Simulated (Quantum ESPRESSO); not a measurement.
Crystal: Os.

```
Os
1.0
     2.73410    0.00000    0.00000
    -1.36705    2.36780    0.00000
     0.00000    0.00000    4.31970
Os
2
Direct
  0.66667 0.33333 0.75000
  0.33333 0.66667 0.25000
```

```yaml
Program: Quantum ESPRESSO 7.5
Task: relaxation of cell and atoms
Functional: OLYP
Dispersion: D4
Potentials_or_basis: PseudoDojo 0.4.1 SR PBE standard
Cutoff: 1007 eV
Density_cutoff: 4027 eV
k_mesh: 11 × 11 × 6
Occupations: fermi-dirac, width 0.05 eV
Spin: no spin polarisation
```

At the start: pressure -16.4 GPa; volume 13.98 Å³/atom.

Question: How do energy, volume and symmetry change on relaxing?

Answer: Over 5 steps the energy falls by 28.5 meV/atom and the volume is 13.45 Å³/atom (-3.8 %); space group P6_3/mmc (No. 194, to 0.05 Å).

The path:
| step | energy change (eV) | largest force (eV/Å) | pressure (GPa) | volume (Å³) |
| --- | --- | --- | --- | --- |
| 1 | 0.0000 | 0.0000 | -16.41 | 27.96 |
| 2 | -0.0542 | 0.0000 | -3.81 | 27.12 |
| 3 | -0.0570 | 0.0000 | 0.22 | 26.88 |
| 4 | -0.0570 | 0.0000 | 0.02 | 26.89 |
| 5 | -0.0570 | 0.0000 | -0.04 | 26.89 |

Final structure:
```cif
data_structure
_symmetry_space_group_name_H-M 'P 1'
_symmetry_Int_Tables_number 1
_cell_length_a 2.6973
_cell_length_b 2.6973
_cell_length_c 4.2681
_cell_angle_alpha 90.000
_cell_angle_beta 90.000
_cell_angle_gamma 120.000
_cell_volume 26.89
loop_
_atom_site_label
_atom_site_type_symbol
_atom_site_fract_x
_atom_site_fract_y
_atom_site_fract_z
_atom_site_occupancy
Os1 Os 0.66667 0.33333 0.75000 1
Os2 Os 0.33333 0.66667 0.25000 1
```

Caveat: the potentials were made for another functional, which shifts forces and pressure; pairwise dispersion overbinds metals, which lowers pressure and volume.
